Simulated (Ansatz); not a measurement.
# SnO: an axial (c/a) deformation path

The task here is to estimate one member of a computed series from the others.

Program: Ansatz 0.2.0. Level of theory: DFT r2SCAN, scalar-relativistic, plane waves, PAW. These are calculated values, not measurements.

**The starting structure**

The structure is orthorhombic, space group Pmn2_1 (No. 31). The conventional cell has a = 3.355 Å, b = 5.674 Å, c = 4.222 Å, α = 90.00°, β = 90.00°, γ = 90.00°. Around Sn (site symmetry m) lie 3 O at 2.15 to 2.16 Å. Around O (site symmetry m) lie 3 Sn at 2.15 to 2.16 Å.

Coordinates:

```cif
data_structure
_symmetry_space_group_name_H-M 'P 1'
_symmetry_Int_Tables_number 1
_cell_length_a 3.3550
_cell_length_b 5.6741
_cell_length_c 4.2220
_cell_angle_alpha 90.000
_cell_angle_beta 90.000
_cell_angle_gamma 90.000
_cell_volume 80.37
loop_
_atom_site_label
_atom_site_type_symbol
_atom_site_fract_x
_atom_site_fract_y
_atom_site_fract_z
_atom_site_occupancy
Sn1 Sn 0.00000 0.23191 0.51314 1
Sn2 Sn 0.50000 0.76809 0.01314 1
O1 O 0.00000 0.89125 0.73686 1
O2 O 0.50000 0.10875 0.23686 1
```

It goes back to an entry of the Materials Project, which need not be the stable form.

No relaxation comes first: the listed cell is the starting point.

Set-up of the first run:

File input.yaml:

```yaml
crystal:
  lattice:
    - [3.355005, 0.0, 0.0]
    - [0.0, 5.674104, 0.0]
    - [0.0, 0.0, 4.22197]
  atoms:
    - { symbol: Sn, position: [0.0, 0.231909, 0.513144] }
    - { symbol: Sn, position: [0.5, 0.768091, 0.013144] }
    - { symbol: O, position: [0.0, 0.89125, 0.736857] }
    - { symbol: O, position: [0.5, 0.10875, 0.236857] }
basis:
  ecutwfc: 500
kpoints:
  mp_grid: { grid: [10, 6, 8] }
hamiltonian:
  xc: r2scan
scf:
  occupations: { method: gaussian, width: 0.05 }
output:
  forces: true
  stress: true
  eigenvalues: true
```

Command:

```bash
$ ansatz run input.yaml --threads 1 --pin off --max-ram 2560MiB --backend cpu --events-out ev --progress --plain --runs-dir out
```

Steps of the session up to this table: The undisturbed cell; Point ρ = 0.850; Point ρ = 1.200; ρ = 0.920; Point ρ = 1.100; At ρ = 0.960; ρ = 1.050; Point ρ = 0.800; Point ρ = 1.300.

One table of the session follows, with a row left open; its other results are not shown here.

Collected from the runs (energy zero: the undisturbed cell):

```
    ρ  ΔE (meV/atom)  pressure (GPa)  gap on the mesh (eV)
0.800           73.7            -7.1                  1.47
0.850           40.3            -5.8                  1.57
0.920              ?               ?                     ?
0.960            4.0            -3.7                  1.69
1.000            0.0            -3.1                  1.67
1.050            0.4            -2.4                  1.63
1.100            6.3            -1.9                  1.57
1.200           33.2            -1.3                  1.41
1.300           78.1            -1.0                  1.26
```

**Question.** Estimate the row for ρ = 0.920.

Worked estimate for «ΔE (meV/atom)». A straight line through the neighbours (0.850, 40.3) and (0.960, 4.0) gives 40.3 + (4.0 − 40.3) × (0.920 − 0.850) / (0.960 − 0.850) = 17.2; a parabola fitted to 4 rows on both sides gives 11.7.

The run gave: ΔE (meV/atom): 12.5; pressure (GPa): -4.3; gap on the mesh (eV): 1.73. In «ΔE (meV/atom)» the line misses by +4.7 and the parabola by -0.8.

To keep in mind: Layers here are held mostly by dispersion, which this level lacks, so their spacing and the stiffness across them are unreliable there.
